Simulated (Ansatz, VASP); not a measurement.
Ru in VASP and in Ansatz

INCAR

```
SYSTEM = Ru
  PREC = Accurate
  ENCUT = 520
  EDIFF = 1E-6
  ISMEAR = 0
  SIGMA = 0.15
  LREAL = .FALSE.
  LASPH = .TRUE.
  NELM = 60
  ALGO = Fast
  ISIF = 2
  LWAVE = .FALSE.
  LCHARG = .FALSE.
  GGA = PS
  NBANDS = 21
```

Contents of KPOINTS:

```
regular mesh
0
G
  21 21 12
  0 0 0
```

The input POSCAR:

```
Ru
1.0
    2.7477274890      0.0000000000      0.0000000000
   -1.3738637445      2.3796018082      0.0000000000
    0.0000000000      0.0000000000      4.0094839520
Ru
2
Direct
    0.3333333333      0.6666666667      0.2500000000
    0.6666666667      0.3333333333      0.7500000000
```

Input for Ansatz:

```yaml
crystal:
  lattice:
    - [2.747727489, 0.0, 0.0]
    - [-1.3738637445, 2.3796018082, 0.0]
    - [0.0, 0.0, 4.009483952]
  atoms:
    - { symbol: Ru, position: [0.3333333333, 0.6666666667, 0.25] }
    - { symbol: Ru, position: [0.6666666667, 0.3333333333, 0.75] }
basis:
  ecutwfc: 420
kpoints:
  mp_grid: { grid: [21, 21, 12] }
hamiltonian:
  xc: pbesol
  pseudopotentials: { kind: paw, azcp: { folder: soft_1 } }
scf:
  occupations: { method: gaussian, width: 0.15 }
output:
  forces: true
  stress: true
  eigenvalues: true
```

Alike in both runs: task single point; functional PBEsol; k mesh 21 × 21 × 12; occupations gaussian, width 0.15 eV; no spin polarisation.

```csv
,VASP,Ansatz
version,VASP 6.6.1,Ansatz 0.2.0
potentials or method,"VASP PAW PBE potentials, release 64 (Ru_pv)","scalar-relativistic, plane waves, PAW"
plane-wave cutoff (eV),520,420
valence electrons in the cell,28,32
```

VASP gave:

| Property | Result |
| --- | --- |
| gap on the k mesh at the Fermi level (eV) | none |
| pressure (GPa) | 9.5 |
| largest component of the traceless stress (GPa) | 25.71 |

Problem. What did Ansatz give for the same quantities?

Solution. gap on the k mesh at the Fermi level (eV): none; pressure (GPa): 9.6; largest component of the traceless stress (GPa): 25.72.

A gap of «none» marks a metal or a gap that the smearing closes. The two sets of potentials don't hold the same shells in valence. Ansatz warned: «pseudo_functional_mismatch».

Caveats: the PAW data sets were made with another functional, which shifts forces and pressure a little (VASP).
